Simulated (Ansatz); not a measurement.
## Choice of functional: KCl

```xyz
2
Lattice="3.6340 0.0000 0.0000 0.0000 3.6340 0.0000 0.0000 0.0000 3.6340" Properties=species:S:1:pos:R:3 pbc="T T T"
K     0.0000    0.0000    0.0000
Cl    1.8170    1.8170    1.8170
```

Atom numbers follow the list: K1, Cl2.

The cell is COD entry 1000050, as deposited and not checked against the literature; nothing was relaxed.

One fixed cell is solved with several functionals by PAW (frozen-core files) in Ansatz 0.2.0, scalar-relativistically. A positive pressure means that the functional wants a larger cell.

The PAW files were made with PBE; their cores are remade for each functional.

Numerical set-up: a Γ-centred 7×7×7 k mesh, Fermi–Dirac smearing of 0.01 eV, cutoff 420 eV, no spin polarisation.

Cutoffs: PBE 420 eV, LDA 420 eV, PBEsol 420 eV, r²SCAN 500 eV.

```tsv
setting	P (GPa)	gap over the k mesh and a high-symmetry path (eV)	lowest level at Γ above −25 eV, from the valence-band top or, without a gap, the Fermi level (eV)
PBE	4.46	5.58	-12.91
LDA	0.05	5.13	-12.86
PBEsol	2.29	5.37	-12.90
r²SCAN	3.32	6.40	-13.48
```
